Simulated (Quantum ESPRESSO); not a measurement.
# Sn (I4_1/amd) in Quantum ESPRESSO: reference runs

Aim: a first look at Sn with PBE, on the cell as given and on a disturbed one.

All numbers are computed with Quantum ESPRESSO 7.5; they aren't measurements. Logs are shortened: lines on timing, memory, paths and dates and some standing lists are left out, and cuts for length are marked.

## 1. The crystal as given

The structure is tetragonal, space group I4_1/amd (No. 141). The conventional cell has a = 5.880 Å, b = 5.880 Å, c = 3.199 Å, α = 90.00°, β = 90.00°, γ = 90.00°. Sn (site symmetry -4m2) is surrounded by 6 Sn at 3.05 to 3.20 Å.

## 2. Single point, PBE

The input, pw.in:

```
&CONTROL
  calculation = 'scf'
  prefix = 'pwscf'
  outdir = './tmp'
  pseudo_dir = './pseudo'
  tprnfor = .true.
  tstress = .true.
  disk_io = 'nowf'
/
&SYSTEM
  ibrav = 0
  nat = 2
  ntyp = 1
  ecutwfc = 60
  ecutrho = 480
  nbnd = 21
  occupations = 'smearing'
  smearing = 'fd'
  degauss = 0.00367493
/
&ELECTRONS
  conv_thr = 4d-10
  electron_maxstep = 120
  mixing_beta = 0.5
/
ATOMIC_SPECIES
Sn   118.7100 Sn_pbe_v1.uspp.F.UPF
CELL_PARAMETERS angstrom
  -2.9401404553    2.9401404553    1.5993019889
   2.9401404553   -2.9401404553    1.5993019889
   2.9401404553    2.9401404553   -1.5993019889
ATOMIC_POSITIONS crystal
Sn     0.0000000000    0.0000000000    0.0000000000
Sn     0.7500000000    0.2500000000    0.5000000000
K_POINTS automatic
9 9 9 0 0 0
```

Potentials or basis: SSSP 1.3 efficiency PBE.

The run is started by

```sh
> OMP_NUM_THREADS=1 pw.x -in pw.in > pw.out
```

pw.out:

```text
This program is part of the open-source Quantum ESPRESSO suite
     for quantum simulation of materials; please cite
[... 6 lines left out ...]
     using ibrav=0 with symmetry is DISCOURAGED, use correct ibrav instead

     Subspace diagonalization in iterative solution of the eigenvalue problem:
     a serial algorithm will be used

     G-vector sticks info
     --------------------
     sticks:   dense  smooth     PW     G-vecs:    dense   smooth      PW
     Sum        1815     897    289                66253    23415    4141

     Using Slab Decomposition

     bravais-lattice index     =            0
     lattice parameter (alat)  =       8.4186  a.u.
     unit-cell volume          =     373.1842 (a.u.)^3
     number of atoms/cell      =            2
     number of atomic types    =            1
     number of electrons       =        28.00
     number of Kohn-Sham states=           21
     kinetic-energy cutoff     =      60.0000  Ry
     charge density cutoff     =     480.0000  Ry
     scf convergence threshold =      4.0E-10
     mixing beta               =       0.5000
     number of iterations used =            8  plain     mixing
     Exchange-correlation= SLA  PW   PBE  PBE
                           (   1   4   3   4   0   0   0)

     celldm(1)=   8.418644  celldm(2)=   0.000000  celldm(3)=   0.000000
     celldm(4)=   0.000000  celldm(5)=   0.000000  celldm(6)=   0.000000

     crystal axes: (cart. coord. in units of alat)
               a(1) = (  -0.659971   0.659971   0.358994 )
               a(2) = (   0.659971  -0.659971   0.358994 )
               a(3) = (   0.659971   0.659971  -0.358994 )

     reciprocal axes: (cart. coord. in units 2 pi/alat)
               b(1) = (  0.000000  0.757609  1.392781 )
               b(2) = (  0.757609  0.000000  1.392781 )
               b(3) = (  0.757609  0.757609  0.000000 )

     PseudoPot. # 1 for Sn read from file:
     Sn_pbe_v1.uspp.F.UPF
     Pseudo is Ultrasoft + core correction, Zval = 14.0
     Generated by new atomic code, or converted to UPF format
     Using radial grid of  891 points,  6 beta functions with:
                l(1) =   0
                l(2) =   0
                l(3) =   1
                l(4) =   1
                l(5) =   2
                l(6) =   2
     Q(r) pseudized with  6 coefficients,  rinner =    1.200   1.200   1.200
                                                       1.200   1.200

     atomic species   valence    mass     pseudopotential
     Sn               14.00   118.71000     Sn( 1.00)

     16 Sym. Ops., with inversion, found ( 8 have fractional translation)

   Cartesian axes

     site n.     atom                  positions (alat units)
         1        Sn     tau(   1) = (   0.0000000   0.0000000   0.0000000  )
         2        Sn     tau(   2) = (   0.0000000   0.6599709   0.1794970  )

     number of k points=    75  Fermi-Dirac smearing, width (Ry)=  0.0037
                       cart. coord. in units 2pi/alat
        k(    1) = (   0.0000000   0.0000000   0.0000000), wk =   0.0027435
        k(    2) = (   0.0841788   0.0841788   0.0000000), wk =   0.0109739
        k(    3) = (   0.1683576   0.1683576   0.0000000), wk =   0.0109739
        k(    4) = (   0.2525364   0.2525364   0.0000000), wk =   0.0109739
        k(    5) = (   0.3367152   0.3367152   0.0000000), wk =   0.0109739
        k(    6) = (   0.0841788   0.0000000   0.1547534), wk =   0.0219479
[... 67 lines left out ...]
        k(   74) = (   0.0000000   0.0000000   1.2380274), wk =   0.0054870
        k(   75) = (   0.0000000   0.6734303   0.0000000), wk =   0.0109739

     Dense  grid:    66253 G-vectors     FFT dimensions: (  60,  60,  60)

     Smooth grid:    23415 G-vectors     FFT dimensions: (  48,  48,  48)

     Initial potential from superposition of free atoms

     starting charge      25.9999, renormalised to      28.0000
     Starting wfcs are   18 randomized atomic wfcs +    3 random wfcs

     Self-consistent Calculation

     iteration #  1     ecut=    60.00 Ry     beta= 0.50
     Davidson diagonalization with overlap
     ethr =  1.00E-02,  avg # of iterations =  6.1

     total energy              =    -325.99703061 Ry
     estimated scf accuracy    <       2.18933743 Ry

     iteration #  2     ecut=    60.00 Ry     beta= 0.50
     Davidson diagonalization with overlap
     ethr =  7.82E-03,  avg # of iterations =  2.0

     total energy              =    -326.47294240 Ry
     estimated scf accuracy    <       0.01836483 Ry

     iteration #  3     ecut=    60.00 Ry     beta= 0.50
     Davidson diagonalization with overlap
     ethr =  6.56E-05,  avg # of iterations =  4.2

     total energy              =    -326.47609400 Ry
     estimated scf accuracy    <       0.00339131 Ry

     iteration #  4     ecut=    60.00 Ry     beta= 0.50
     Davidson diagonalization with overlap
     ethr =  1.21E-05,  avg # of iterations =  2.5

     total energy              =    -326.47630253 Ry
     estimated scf accuracy    <       0.00013358 Ry

     iteration #  5     ecut=    60.00 Ry     beta= 0.50
     Davidson diagonalization with overlap
     c_bands:  1 eigenvalues not converged
     ethr =  4.77E-07,  avg # of iterations =  3.4

     total energy              =    -326.47634987 Ry
     estimated scf accuracy    <       0.00001474 Ry

     iteration #  6     ecut=    60.00 Ry     beta= 0.50
     Davidson diagonalization with overlap
     ethr =  5.26E-08,  avg # of iterations =  1.2

     total energy              =    -326.47635047 Ry
     estimated scf accuracy    <       0.00000099 Ry

     iteration #  7     ecut=    60.00 Ry     beta= 0.50
     Davidson diagonalization with overlap
     ethr =  3.53E-09,  avg # of iterations =  2.0

     total energy              =    -326.47635079 Ry
     estimated scf accuracy    <       0.00000002 Ry

     iteration #  8     ecut=    60.00 Ry     beta= 0.50
     Davidson diagonalization with overlap
     ethr =  5.68E-11,  avg # of iterations =  1.7

     total energy              =    -326.47635079 Ry
     estimated scf accuracy    <          4.5E-09 Ry

     iteration #  9     ecut=    60.00 Ry     beta= 0.50
     Davidson diagonalization with overlap
     ethr =  1.60E-11,  avg # of iterations =  2.0

     End of self-consistent calculation

          k = 0.0000 0.0000 0.0000 (  2947 PWs)   bands (ev):

   -11.1434 -11.0675 -11.0245 -11.0151 -10.8741 -10.8741 -10.8639 -10.8639
   -10.7812 -10.6761  -0.4977   6.7944   8.5667   8.5667  13.5008  16.6392
    16.6392  17.2459  17.3459  20.2305  20.9061

          k = 0.0842 0.0842 0.0000 (  2951 PWs)   bands (ev):

   -11.1338 -11.0691 -11.0212 -11.0164 -10.8786 -10.8688 -10.8614 -10.8603
   -10.7869 -10.6860  -0.3884   5.9868   8.6965   9.1697  14.0083  15.7116
    16.0440  17.2039  17.3471  20.7810  20.9023

          k = 0.1684 0.1684 0.0000 (  2937 PWs)   bands (ev):

   -11.1060 -11.0725 -11.0356 -10.9937 -10.8934 -10.8569 -10.8562 -10.8498
   -10.8030 -10.7126  -0.0605   4.6607   9.0826   9.9909  14.2965  14.8614
    15.4201  16.9019  17.0708  20.4225  20.5498
[... 421 lines left out ...]
          k = 0.0000 0.0000 1.2380 (  2932 PWs)   bands (ev):

   -11.0621 -11.0604 -10.9034 -10.8997 -10.8838 -10.8838 -10.8679 -10.8667
   -10.8667 -10.8587   3.0963   3.2219   5.9912   5.9912  12.5699  17.6646
    19.5501  19.5501  21.6575  22.1936  22.1936

          k = 0.0000 0.6734 0.0000 (  2946 PWs)   bands (ev):

   -11.0793 -11.0781 -10.9161 -10.8916 -10.8897 -10.8821 -10.8704 -10.8588
   -10.8538 -10.8529   2.6926   3.0452   5.8498   6.2097  15.5439  15.5514
    19.0546  19.5327  22.1884  22.9264  23.1884

     the Fermi energy is    10.5113 ev

!    total energy              =    -326.47635079 Ry
     estimated scf accuracy    <          1.1E-10 Ry
     smearing contrib. (-TS)   =      -0.00054887 Ry
     internal energy E=F+TS    =    -326.47580192 Ry

     The total energy is F=E-TS. E is the sum of the following terms:
     one-electron contribution =    -111.48993240 Ry
     hartree contribution      =      76.24715305 Ry
     xc contribution           =     -95.15770468 Ry
     ewald contribution        =    -196.07531790 Ry

     convergence has been achieved in   9 iterations

     Forces acting on atoms (cartesian axes, Ry/au):

     atom    1 type  1   force =     0.00000000    0.00000000    0.00000000
     atom    2 type  1   force =     0.00000000    0.00000000    0.00000000

     Total force =     0.000000     Total SCF correction =     0.000000

     Computing stress (Cartesian axis) and pressure

          total   stress  (Ry/bohr**3)                   (kbar)     P=       14.44
   0.00010795  -0.00000000  -0.00000000           15.88       -0.00       -0.00
  -0.00000000   0.00010795  -0.00000000           -0.00       15.88       -0.00
  -0.00000000  -0.00000000   0.00007855           -0.00       -0.00       11.56

=------------------------------------------------------------------------------=
   JOB DONE.
=------------------------------------------------------------------------------=
```

Run time: 52 s. Hardware: 1 thread of AMD EPYC 9R45 (Zen 5), shared host; peak memory 0.35 GiB.

Results:

| Item | Value |
| --- | --- |
| Free energy | -4441.9370 eV |
| Pressure | 1.4 GPa |
| Band gap on the k mesh | none (metal or under the smearing width) |

## 3. Single point, PBE (atoms moved at random, drawn with an rms of 0.05 Å)

Changes to pw.in since step 2:

```diff
@@ -32,4 +32,4 @@
 ATOMIC_POSITIONS crystal
-Sn     0.0000000000    0.0000000000    0.0000000000
-Sn     0.7500000000    0.2500000000    0.5000000000
+Sn     0.0070650000   -0.0047300000   -0.0123030000
+Sn     0.7491880000    0.2445090000    0.4991050000
 K_POINTS automatic
```

Potentials or basis: SSSP 1.3 efficiency PBE.

The run is started by

```sh
> OMP_NUM_THREADS=1 pw.x -in pw.in > pw.out
```

pw.out:

```text
This program is part of the open-source Quantum ESPRESSO suite
     for quantum simulation of materials; please cite
         "P. Giannozzi et al., J. Phys.:Condens. Matter 21 395502 (2009);
         "P. Giannozzi et al., J. Phys.:Condens. Matter 29 465901 (2017);
         "P. Giannozzi et al., J. Chem. Phys. 152 154105 (2020);
     in publications or presentations arising from this work. More details at

     Subspace diagonalization in iterative solution of the eigenvalue problem:
     a serial algorithm will be used

     G-vector sticks info
     --------------------
     sticks:   dense  smooth     PW     G-vecs:    dense   smooth      PW
     Sum        1815     897    289                66253    23415    4141

     Using Slab Decomposition

     bravais-lattice index     =            0
     lattice parameter (alat)  =       8.4186  a.u.
     unit-cell volume          =     373.1842 (a.u.)^3
     number of atoms/cell      =            2
     number of atomic types    =            1
     number of electrons       =        28.00
     number of Kohn-Sham states=           21
     kinetic-energy cutoff     =      60.0000  Ry
     charge density cutoff     =     480.0000  Ry
     scf convergence threshold =      4.0E-10
     mixing beta               =       0.5000
     number of iterations used =            8  plain     mixing
     Exchange-correlation= SLA  PW   PBE  PBE
                           (   1   4   3   4   0   0   0)

     celldm(1)=   8.418644  celldm(2)=   0.000000  celldm(3)=   0.000000
     celldm(4)=   0.000000  celldm(5)=   0.000000  celldm(6)=   0.000000

     crystal axes: (cart. coord. in units of alat)
               a(1) = (  -0.659971   0.659971   0.358994 )
               a(2) = (   0.659971  -0.659971   0.358994 )
               a(3) = (   0.659971   0.659971  -0.358994 )

     reciprocal axes: (cart. coord. in units 2 pi/alat)
               b(1) = (  0.000000  0.757609  1.392781 )
               b(2) = (  0.757609  0.000000  1.392781 )
               b(3) = (  0.757609  0.757609  0.000000 )

     PseudoPot. # 1 for Sn read from file:
     Sn_pbe_v1.uspp.F.UPF
     Pseudo is Ultrasoft + core correction, Zval = 14.0
     Generated by new atomic code, or converted to UPF format
     Using radial grid of  891 points,  6 beta functions with:
                l(1) =   0
                l(2) =   0
                l(3) =   1
                l(4) =   1
                l(5) =   2
                l(6) =   2
     Q(r) pseudized with  6 coefficients,  rinner =    1.200   1.200   1.200
                                                       1.200   1.200

     atomic species   valence    mass     pseudopotential
     Sn               14.00   118.71000     Sn( 1.00)

     No symmetry found

   Cartesian axes

     site n.     atom                  positions (alat units)
         1        Sn     tau(   1) = (  -0.0159040  -0.0003353   0.0052550  )
         2        Sn     tau(   2) = (  -0.0036787   0.6624683   0.1775556  )

     number of k points=   365  Fermi-Dirac smearing, width (Ry)=  0.0037

     Number of k-points >= 100: set verbosity='high' to print them.

     Dense  grid:    66253 G-vectors     FFT dimensions: (  60,  60,  60)

     Smooth grid:    23415 G-vectors     FFT dimensions: (  45,  45,  45)

     Initial potential from superposition of free atoms

     starting charge      25.9999, renormalised to      28.0000
     Starting wfcs are   18 randomized atomic wfcs +    3 random wfcs

     Self-consistent Calculation

     iteration #  1     ecut=    60.00 Ry     beta= 0.50
     Davidson diagonalization with overlap
     ethr =  1.00E-02,  avg # of iterations =  6.2

     total energy              =    -325.99618740 Ry
     estimated scf accuracy    <       2.19010184 Ry

     iteration #  2     ecut=    60.00 Ry     beta= 0.50
     Davidson diagonalization with overlap
     ethr =  7.82E-03,  avg # of iterations =  2.0

     total energy              =    -326.47253511 Ry
     estimated scf accuracy    <       0.01838746 Ry

     iteration #  3     ecut=    60.00 Ry     beta= 0.50
     Davidson diagonalization with overlap
     ethr =  6.57E-05,  avg # of iterations =  4.1

     total energy              =    -326.47568472 Ry
     estimated scf accuracy    <       0.00339492 Ry

     iteration #  4     ecut=    60.00 Ry     beta= 0.50
     Davidson diagonalization with overlap
     ethr =  1.21E-05,  avg # of iterations =  2.2

     total energy              =    -326.47589698 Ry
     estimated scf accuracy    <       0.00013228 Ry

     iteration #  5     ecut=    60.00 Ry     beta= 0.50
     Davidson diagonalization with overlap
     ethr =  4.72E-07,  avg # of iterations =  3.0

     total energy              =    -326.47594004 Ry
     estimated scf accuracy    <       0.00000790 Ry

     iteration #  6     ecut=    60.00 Ry     beta= 0.50
     Davidson diagonalization with overlap
     ethr =  2.82E-08,  avg # of iterations =  1.4

     total energy              =    -326.47593961 Ry
     estimated scf accuracy    <       0.00000110 Ry

     iteration #  7     ecut=    60.00 Ry     beta= 0.50
     Davidson diagonalization with overlap
     ethr =  3.94E-09,  avg # of iterations =  2.0

     total energy              =    -326.47593994 Ry
     estimated scf accuracy    <       0.00000002 Ry

     iteration #  8     ecut=    60.00 Ry     beta= 0.50
     Davidson diagonalization with overlap
     ethr =  5.39E-11,  avg # of iterations =  1.9

     total energy              =    -326.47593994 Ry
     estimated scf accuracy    <          3.0E-09 Ry

     iteration #  9     ecut=    60.00 Ry     beta= 0.50
     Davidson diagonalization with overlap
     ethr =  1.07E-11,  avg # of iterations =  2.0

     End of self-consistent calculation

     Number of k-points >= 100: set verbosity='high' to print the bands.

     the Fermi energy is    10.5075 ev

!    total energy              =    -326.47593995 Ry
     estimated scf accuracy    <          1.6E-11 Ry
     smearing contrib. (-TS)   =      -0.00053309 Ry
     internal energy E=F+TS    =    -326.47540686 Ry

     The total energy is F=E-TS. E is the sum of the following terms:
     one-electron contribution =    -111.55884217 Ry
     hartree contribution      =      76.28063756 Ry
     xc contribution           =     -95.15832599 Ry
     ewald contribution        =    -196.03887626 Ry

     convergence has been achieved in   9 iterations

     Forces acting on atoms (cartesian axes, Ry/au):

     atom    1 type  1   force =     0.00726704    0.00187348   -0.00024344
     atom    2 type  1   force =    -0.00726704   -0.00187348    0.00024344

     Total force =     0.010619     Total SCF correction =     0.000002

     Computing stress (Cartesian axis) and pressure

          total   stress  (Ry/bohr**3)                   (kbar)     P=       14.86
   0.00010289  -0.00000168   0.00002190           15.14       -0.25        3.22
  -0.00000168   0.00012437  -0.00000511           -0.25       18.30       -0.75
   0.00002190  -0.00000511   0.00007570            3.22       -0.75       11.14

=------------------------------------------------------------------------------=
   JOB DONE.
=------------------------------------------------------------------------------=
```

Run time: 3.4 min. Hardware: 1 thread of AMD EPYC 9R45 (Zen 5), shared host; peak memory 0.62 GiB.

What came out:

- Free energy: -4441.9315 eV
- Pressure: 1.5 GPa
- Largest force: 0.193 eV/Å
- Band gap on the k mesh: none (metal or under the smearing width)

Forces on the atoms (eV/Å):
```
Sn   0.187  0.048 -0.006
Sn  -0.187 -0.048  0.006
```

Levels at points of the mesh, in eV from the Fermi level:
```tsv
k point	band 11	band 12	band 13	band 14	band 15	band 16	band 17	band 18
(0.00, 0.00, 0.00)	-11.01	-3.71	-1.95	-1.93	2.98	6.11	6.17	6.73
```
